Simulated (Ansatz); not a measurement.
## Ge: frozen-core PAW against all-electron methods

```
Ge
1.0
     3.99759    0.00000    0.00000
    -1.99879    3.46201    0.00000
     0.00000    0.00000    6.59938
Ge
4
Cartesian
  1.9988 1.1540 0.4151
  0.0000 2.3080 3.7148
  1.9988 1.1540 2.8846
  0.0000 2.3080 6.1843
```

Atoms are numbered in the order listed.

The cell is the one relaxed in the Materials Project (mp-1007760), not relaxed further here; entries there can be hypothetical.

Levels of theory: DFT, PBE, PAW with Ansatz's default frozen-core files, scalar-relativistic (Ansatz 0.2.0); DFT, PBE, all-electron PAW with datasets made for the crystal, scalar-relativistic (Ansatz 0.2.0); DFT, PBE, all-electron LAPW, scalar-relativistic (Ansatz 0.2.0).

For PAW: a Γ-centred 11×11×6 k mesh, Fermi–Dirac smearing of 0.05 eV, cutoff 420 eV, no spin polarisation. The crystal-made all-electron datasets (AE datasets) take a cutoff of 140 eV at this cell. LAPW targets a basis error of 1 meV/atom. The Ansatz runs share mesh, smearing and spin set-up. Plane-wave (PAW) pressures include the program's estimate of the Pulay term.

Stress and pressure are positive in compression.

In a metal, gradients converge slowly with the k mesh: the values move by tens of per cent from one mesh to another, at times in sign, so only the comparison on one mesh counts.

Levels count from the Fermi level.

```csv
quantity,PAW,AE datasets,LAPW
pressure (GPa),2.91,2.91,2.91
stress xx (GPa),2.94,2.94,2.94
stress zz (GPa),2.85,2.85,2.85
highest filled level at A (eV),-0.890,-0.891,-0.891
lowest empty level at A (eV),0.656,0.658,0.658
highest filled level at L (eV),-2.442,-2.443,-2.443
lowest empty level at L (eV),0.502,0.503,0.503
highest filled level at Γ (eV),-0.043,-0.039,-0.039
lowest empty level at Γ (eV),0.084,0.082,0.082
field gradient Vzz at Ge1 (10²¹ V/m²),0.80,0.80,–
```

PAW's pressure differs from the LAPW value by about 0.01 GPa or less.
